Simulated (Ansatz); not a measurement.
# Ti (Fm-3m) in Ansatz: settings compared

One crystal, Ti, is run at these levels: PBE, PBEsol+D3(BJ)+ATM+U; tasks: single point.

All numbers are computed with Ansatz 0.2.0; they aren't measurements. Logs are shortened: lines on timing, memory, paths and dates and some standing lists are left out, and cuts for length are marked.

### Step 1. Starting point

It takes space group Fm-3m (No. 225, cubic). Conventional cell: a = 4.060 Å, b = 4.060 Å, c = 4.060 Å, α = 90.00°, β = 90.00°, γ = 90.00°. Around Ti (site symmetry m-3m) lie 12 Ti at 2.87 Å.

This isn't the form of Ti at room conditions, which is hcp.

### Step 2. Single point, PBE

input.yaml reads:

```yaml
crystal:
  lattice:
    - [0.0, 2.03, 2.03]
    - [2.03, 0.0, 2.03]
    - [2.03, 2.03, 0.0]
  atoms:
    - { symbol: Ti, position: [0.0, 0.0, 0.0] }
kpoints:
  mp_grid: { grid: [8, 8, 8] }
scf:
  occupations: { method: fermi_dirac, width: 0.02 }
hamiltonian:
  xc: pbe
  pseudopotentials: { kind: all_electron, lapw: { basis_error: 0.003 } }
output:
  forces: true
  stress: true
  eigenvalues: true
```

Potentials or basis: all-electron LAPW, scalar-relativistic.

On the command line:

```console
$ ansatz run input.yaml --threads 1 --pin off --max-ram 2560MiB --backend cpu --events-out ev --progress --plain --runs-dir out
```

The program printed:

```text
Warning: RAYON_NUM_THREADS=1 ignored (pool sized by the plan → 1); use --threads N
LAPW: plane waves up to 7.210 Å⁻¹, error target 3.0e-3 eV per atom; small_component_spin mean_spin; Ti in spheres of 1.435 Å, 12 of its electrons in bands, Dirac shells [] (how accurate: hamiltonian.pseudopotentials.lapw.basis_error, Limitations)
Engine: ansatz 0.2.0, x86_64-unknown-linux-gnu
Pseudopotentials: kind: all_electron
Pseudopotential: Ti, LAPW, valence charge 12, lapw/all_electron/scalar/gaussian/Ti, Koelling and Harmon's equation, gaussian nucleus
Functional definition: PBE
  parameter kappa = 0.804
  parameter beta = 0.06672455060314922
  exchange = pbe_x(kappa = kappa, mu = beta*pi^2/3)
  correlation = pbe_c(beta = beta)
Crystal: 1 atoms, lattice volume = 16.731 Å³
Basis set: ecut = 198.0358856478112 eV, 113 PW (Γ), exchange–correlation at level 2
Bands: 10, of which v1, the nominal top of the filled ones, is band 6 counted from 1 (5 counted from 0)
Symmetry: 48 space group operations
Space group: Fm-3m (ITA 225), of the structure as read, at distance tolerance 2.6e-5 Å
k-points: 29 of 512
Non-local potential: Ti, projectors of the file, none
Initial density: superposition of atomic densities (chi_scale 0.1, normalization cell)
Initial wavefunctions: plane waves of lowest kinetic energy (no species holds an atomic orbital)
Functional: x = pbe(κ = 0.804, μ = 0.2195149727645171), c = pbe(β = 0.06672455060314922)
iter 1 solved again at ethr=4.03e-4 eV; its pass at ethr=1.00e-1 eV (dr2=4.83e-2 eV) is discarded
SCF iter   1: F=—  HF=-23233.425641 eV  |F-HF|=—  |Δ(HF+E_count)|=         —  Δρ=2.14e-2  dr2=4.90e-2  ethr=4.03e-4  ⟨swp⟩=2.8  Hψ=2140  notcnv=0
preconditioner: auto → none  [insulator: Δε(μ)=0.125 eV  Ē_g=4.638 eV  σ=0.020 eV  W_gap=0.89  n_scr=0 (ndim 8)  ℏωp=18.2 eV  f_vac=0.000  D(μ)=0.65/eV (n_scr^D=0)  ε∞_Penn≈16.3]
iter 2 solved again at ethr=3.39e-6 eV; its pass at ethr=4.03e-4 eV (dr2=4.07e-4 eV) is discarded
SCF iter   2: F=—  HF=-23233.272055 eV  |F-HF|=—  |Δ(HF+E_count)|=   1.54e-1  Δρ=2.24e-3  dr2=4.08e-4  ethr=3.39e-6  ⟨swp⟩=2.3  Hψ=1635  notcnv=0
SCF iter   3: F=—  HF=-23233.261511 eV  |F-HF|=—  |Δ(HF+E_count)|=   1.05e-2  Δρ=3.07e-3  dr2=9.23e-4  ethr=3.39e-6  ⟨swp⟩=3.0  Hψ=1017  notcnv=0
SCF iter   4: F=—  HF=-23233.261661 eV  |F-HF|=—  |Δ(HF+E_count)|=   1.50e-4  Δρ=2.98e-4  dr2=8.20e-6  ethr=3.39e-6  ⟨swp⟩=2.0  Hψ=843  notcnv=0
SCF iter   5: F=—  HF=-23233.261668 eV  |F-HF|=—  |Δ(HF+E_count)|=   6.88e-6  Δρ=2.81e-5  dr2=7.49e-8  ethr=6.83e-8  ⟨swp⟩=2.0  Hψ=843  notcnv=0
SCF iter   6: F=-23233.261668 eV  HF=-23233.261668 eV  |F-HF|=5.02e-10  |Δ(HF+E_count)|=   1.06e-8  Δρ=1.45e-6  dr2=1.91e-10  ethr=6.24e-10  ⟨swp⟩=2.4  Hψ=855  notcnv=0
SCF 1 converged in 6 iterations: F = -23233.261668 eV  dr2 = 1.91e-10
SCF converged after 6 iterations
Free energy (F): -23233.261668 eV
Harris-Foulkes:  -23233.261668 eV  (|F-HF|=5.02e-10)
Internal energy: -23233.260332 eV  (E = F + TS)
E sigma→0 (E₀):  -23233.261000 eV
Entropy (-TS):   -0.001336 eV (-1.336 meV/atom)
Fermi energy:    14.341063 eV
--- Per-component energies (eV) ---
  E_band       = -144.531838
  E_kinetic    = 23458.914254
  E_xc         = -1148.403835
  E_electrostatic = -45543.770750  (all electrons and nuclei)
  E_smearing   = -0.001336  (= −TS)
  E_closure    = 0.000000  (closes the sum)
  E_atoms      = -23226.621050  (free atoms, spherical and without spin; not in F)
  Σ components = -23233.261668   (vs F -23233.261668, Δ=0.00e0)
  Basis errors (estimates in eV, not in F): energy 2.7e-4 per atom: plane waves 2.3e-4 (1.1e-4 summed), levels above the bands 3.0e-178, relativity 2.9e-8, radial functions 3.8e-5, core shells 3.0e-8; eigenvalues (radial functions only) 2.4e-6; not estimated: angular momenta, meshes, grids; target (lapw.basis_error) 3.0e-3; muffin-tin radii Ti 1.435 Å
--- Forces (eV/Å), atoms counted from 1 ---
  atom   1  Ti    -0.00000000    -0.00000000    -0.00000000
  max |Σ_I F_I| component: 3.70e-32 eV/Å
--- Stress (GPa, compression-positive) ---
        4.374028      -0.000000       0.000000
       -0.000000       4.374028       0.000000
        0.000000       0.000000       4.374028
  P = ⅓ Tr σ = 4.3740 GPa (43.740 kbar)
--- Band table (eV; the first three rows and the last of 29) ---
  k-point 0: bands = ["-42.3265", "-18.1567", "-18.1567", "-18.1567", "8.1426", "15.1823", "15.1823", "15.1823", "16.9035", "16.9035"]
  k-point 1: bands = ["-42.3057", "-18.2715", "-18.1710", "-18.1710", "8.6534", "14.8802", "15.3499", "15.3499", "16.8074", "16.8074"]
  k-point 2: bands = ["-42.2552", "-18.5428", "-18.2052", "-18.2052", "9.9720", "14.3550", "15.4512", "15.4512", "16.9771", "16.9771"]
  k-point 28: bands = ["-42.1361", "-18.6446", "-18.6446", "-18.4331", "12.6806", "13.8875", "13.8875", "16.5065", "18.3234", "22.9992"]
```

Wall time 2.3 s (1 thread of Intel Xeon Platinum 8488C (Sapphire Rapids), shared host); peak memory 0.24 GiB.

Results:

| Item | Value |
| --- | --- |
| Free energy | -23233.2617 eV |
| Pressure | 4.4 GPa |
| Band gap on the k mesh | none (metal or under the smearing width) |

Levels at points of the mesh, in eV from the Fermi level:
| k point | band 4 | band 5 | band 6 | band 7 | band 8 | band 9 |
| --- | --- | --- | --- | --- | --- | --- |
| (0.00, 0.00, 0.00) | -32.50 | -6.20 | 0.84 | 0.84 | 0.84 | 2.56 |
| (0.00, 0.00, -0.50) | -32.59 | -2.72 | 0.67 | 0.72 | 0.72 | 3.69 |
| (0.00, -0.50, -0.50) | -32.76 | -2.76 | -1.87 | 2.95 | 3.68 | 3.98 |

Caveat: the k mesh is thin for a metal, which can move the energy by tens of meV per atom.

### Step 3. Single point, PBEsol+D3(BJ)+ATM+U (volume scaled by 1.08)

input.yaml reads:

```yaml
crystal:
  lattice:
    - [0.0, 2.0827507031, 2.0827507031]
    - [2.0827507031, 0.0, 2.0827507031]
    - [2.0827507031, 2.0827507031, 0.0]
  atoms:
    - { symbol: Ti, position: [0.0, 0.0, 0.0] }
kpoints:
  mp_grid: { grid: [11, 11, 11] }
scf:
  occupations: { method: tetrahedron }
hamiltonian:
  xc: pbesol
  dispersion: d3bjatm
  pseudopotentials: { kind: all_electron, lapw: { basis_error: 0.001 } }
  hubbard:
    sites: [{ species: Ti, l: d, u_eff: 8 }]
    double_counting: fll
    projectors: ortho-atomic
output:
  forces: true
  stress: true
  eigenvalues: true
  hubbard: {}
  xc_energy_on_converged_density: [revpbe, lda, blyp]
```

Potentials or basis: all-electron LAPW, scalar-relativistic.

On the command line:

```console
$ ansatz run input.yaml --threads 1 --pin off --max-ram 2560MiB --backend cpu --events-out ev --progress --plain --runs-dir out
```

The program printed:

```text
Warning: output.forces, output.stress, relax.cell or npt_langevin: where a Kohn–Sham band that disperses or a degenerate level is filled in part under the method tetrahedron, the forces or the stress that this run publishes need not agree with its energy (scf.occupations.method in the input reference, under Limitations); prefer a smearing scheme for the forces or the stress
Warning: RAYON_NUM_THREADS=1 ignored (pool sized by the plan → 1); use --threads N
Ti: projections on atomic orbitals take those of the free atom 1s2 2s2 2p6 3s2 3p6 3d2 4s2, of charge +0.00 (hamiltonian.pseudopotentials.projection_atoms)
LAPW: plane waves up to 7.469 Å⁻¹, error target 1.0e-3 eV per atom; small_component_spin mean_spin; Ti in spheres of 1.473 Å, 12 of its electrons in bands, Dirac shells [] (how accurate: hamiltonian.pseudopotentials.lapw.basis_error, Limitations)
[... 3 set-up lines as earlier in the session ...]
Functional definition: PBEsol
  exchange = pbesol_x
  correlation = pbesol_c
davidson cushion auto → on  (no smearing: the cushion is to keep the highest requested band from converging to the state above it; the Hubbard manifold alone would not arm it, block headroom 4 ≥ Hubbard manifold empty extent 4; pin scf.eigensolver.cushion to override)
Crystal: 1 atoms, lattice volume = 18.069 Å³
Basis set: ecut = 212.5301294870699 eV, 137 PW (Γ), exchange–correlation at level 2
Bands: 10, of which v1, the nominal top of the filled ones, is band 6 counted from 1 (5 counted from 0)
[... 2 set-up lines as earlier in the session ...]
k-points: 56 of 1331
[... 43 lines left out ...]
  E_disp       = -0.525277  (pairwise vdW)
  E_smearing   = -0.000000  (= −TS)
  E_closure    = 0.000000  (closes the sum)
  E_atoms      = -23200.354998  (free atoms, spherical and without spin; not in F)
  Σ components = -23200.248712   (vs F -23200.248712, Δ=0.00e0)
  Basis errors (estimates in eV, not in F): energy 1.1e-4 per atom: plane waves 5.9e-5 (4.3e-5 summed), levels above the bands 0.0e0, relativity 6.6e-9, radial functions 4.8e-5, core shells 1.4e-8; eigenvalues (radial functions only) 1.4e-6; not estimated: angular momenta, meshes, grids; target (lapw.basis_error) 1.0e-3; muffin-tin radii Ti 1.473 Å
--- Forces (eV/Å), atoms counted from 1 ---
  atom   1  Ti    -0.00000000    -0.00000000    -0.00000000
  max |Σ_I F_I| component: 2.67e-32 eV/Å
--- Stress (GPa, compression-positive) ---
       13.874459       0.000000       0.000000
        0.000000      13.874459      -0.000000
        0.000000      -0.000000      13.874459
  P = ⅓ Tr σ = 13.8745 GPa (138.745 kbar)
--- E_xc of listed functionals on the converged density (eV per cell; not total energies) ---
  on the closing iteration's output density plus the core of the run's pseudopotentials (for a meta-GGA, its output tau too, plus the cores' where a run under it adds that), as the run's own E_xc is; on PAW an entry holds the one-centre parts besides; self-consistent for pbesol alone
  E_xc = -1149.984808  revpbe
  E_xc = -1097.415122  lda
  E_xc = -1153.106888  blyp
--- Band table (eV; the first three rows and the last of 56) ---
  k-point 0: bands = ["-43.8164", "-19.8092", "-19.8092", "-19.8092", "6.9420", "14.2828", "14.2828", "14.2828", "18.8194", "18.8194"]
  k-point 1: bands = ["-43.8081", "-19.8571", "-19.8153", "-19.8153", "7.1979", "14.1357", "14.3745", "14.3745", "18.7612", "18.7612"]
  k-point 2: bands = ["-43.7851", "-19.9842", "-19.8315", "-19.8315", "7.9275", "13.7819", "14.6127", "14.6127", "18.6421", "18.6421"]
  k-point 55: bands = ["-43.6729", "-20.2028", "-20.1682", "-19.9963", "12.8317", "13.3132", "14.8742", "16.9752", "18.2941", "20.6581"]
Occupation matrices written to <dir>
--- Occupation matrices: 1 shell (run DFT+U table (ortho-atomic); ε = 2.00e-2, under-converged) ---
  Ti0 d_3D: site group Oh (m-3m)
  Ti0 d_3D -      Tr n = 1.3521  λ = 0.042 0.042 0.423 0.423 0.423  [2× z2 0.50 (Eg 1.00) Eg(1.00) | 3× xz 0.33 (T2g 1.00) T2g(1.00)]
  Tr n, λ and their labels are of the run-group-symmetrised matrices; stabiliser: 96 of 96 elements of G0×{1,Θ} (closed), max defect 1.1e-15 at τ = 7.2e-3
```

Wall time 7.1 s (1 thread of Intel Xeon Platinum 8488C (Sapphire Rapids), shared host); peak memory 0.27 GiB.

What came out:

- Free energy: -23200.2487 eV
- Pressure: 13.9 GPa
- Band gap on the k mesh: none (metal or under the smearing width)

Levels at points of the mesh, in eV from the Fermi level:
| k point | band 3 | band 4 | band 5 | band 6 | band 7 | band 8 | band 9 | band 10 |
| --- | --- | --- | --- | --- | --- | --- | --- | --- |
| (0.00, 0.00, 0.00) | -34.09 | -34.09 | -7.34 | 0.00 | 0.00 | 0.00 | 4.54 | 4.54 |

Caveat: U without spin polarisation on a metal has little footing; pairwise dispersion overbinds metals, which lowers pressure and volume; the U is typed as a test and isn't derived for this compound; with tetrahedron occupations forces and stress needn't match the slope of the energy.
